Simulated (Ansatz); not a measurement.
Eigenvalues along a path: Sb (hcp type)

```yaml
crystal:
  lattice:
    - [3.25429, 0.00000, 0.00000]
    - [-1.62714, 2.81829, 0.00000]
    - [0.00000, 0.00000, 5.02473]
  atoms:
    - { symbol: Sb, position: [0.33333, 0.66667, 0.25000] }
    - { symbol: Sb, position: [0.66667, 0.33333, 0.75000] }
```

The cell comes from a relaxation on PAW files under the same functional, begun from a prototype that needn't be the stable phase.

Level of theory: DFT with PBE, scalar-relativistic, in Ansatz 0.2.0; a Γ-centred 13×13×7 k mesh, Fermi–Dirac smearing of 0.05 eV, no spin polarisation. LAPW: all electrons, basis error target 1 meV/atom.

This run: volume at 0.84 of the series' base cell.

Spin–orbit coupling is left out, which matters for the heavy atoms.

Path points, in fractions of the reciprocal vectors: Γ (0.000, 0.000, 0.000), M (0.500, 0.000, 0.000), K (0.333, 0.333, 0.000), A (0.000, 0.000, 0.500), L (0.500, 0.000, 0.500), H (0.333, 0.333, 0.500). Levels in eV from the Fermi level; bands 19 to 26, counted from the lowest band of the run. The gap is zero, the pressure 15.20 GPa.

```
# k(1/Å) point b19 b20 b21 b22 b23 b24 b25 b26
0.000 Γ -14.29 -8.92 -6.76 3.58 3.58 5.77 5.77 7.62
0.279 - -13.99 -8.66 -6.44 1.03 2.54 4.46 6.16 6.65
0.557 - -13.08 -7.94 -5.50 -2.49 1.14 1.85 4.06 5.46
0.836 - -11.61 -7.47 -4.81 -4.05 -1.02 0.20 1.28 4.39
1.115 M -10.17 -8.70 -4.20 -2.99 -2.82 -0.42 -0.13 4.07
1.276 - -10.07 -8.63 -4.19 -2.89 -2.71 -0.99 -0.39 3.59
1.437 - -9.79 -8.47 -4.33 -2.58 -2.38 -2.19 -0.36 1.90
1.597 - -9.32 -8.35 -5.02 -2.44 -2.12 -1.85 -0.52 0.18
1.758 K -8.69 -8.69 -5.46 -1.96 -1.96 -1.11 -1.11 -0.87
2.080 - -10.75 -7.32 -4.15 -3.80 -3.18 -0.11 0.82 0.92
2.402 - -12.68 -7.65 -5.09 -2.58 -1.50 2.48 3.39 3.56
2.724 - -13.89 -8.58 -6.34 0.74 1.69 4.85 5.63 6.36
3.045 Γ -14.29 -8.92 -6.76 3.58 3.58 5.77 5.77 7.62
3.202 - -14.20 -9.67 -5.82 3.66 3.66 5.71 5.71 6.64
3.358 - -13.90 -10.82 -4.11 3.89 3.89 4.61 5.51 5.51
3.514 - -13.42 -11.87 -2.12 2.31 4.26 4.26 5.15 5.15
3.671 A -12.74 -12.74 0.04 0.04 4.71 4.71 4.71 4.71
3.949 - -12.43 -12.43 0.15 0.15 2.54 2.54 3.95 3.95
4.228 - -11.53 -11.53 -1.49 -1.49 1.36 1.36 2.71 2.71
4.507 - -10.11 -10.11 -4.52 -4.52 1.82 1.82 2.16 2.16
4.785 L -8.90 -8.90 -6.31 -6.31 1.51 1.51 2.61 2.61
4.946 - -8.82 -8.82 -6.21 -6.21 0.22 0.22 3.25 3.25
5.107 - -8.59 -8.59 -5.92 -5.92 -1.57 -1.57 3.73 3.73
5.268 - -8.26 -8.26 -5.50 -5.50 -3.15 -3.15 4.07 4.07
5.429 H -8.05 -8.05 -5.25 -5.25 -3.89 -3.89 4.23 4.23
5.751 - -9.31 -9.31 -4.37 -4.37 -2.35 -2.35 3.40 3.40
6.073 - -11.14 -11.14 -1.80 -1.80 0.15 0.15 2.11 2.11
6.394 - -12.33 -12.33 0.16 0.16 2.22 2.22 3.40 3.40
6.716 A -12.74 -12.74 0.04 0.04 4.71 4.71 4.71 4.71
```
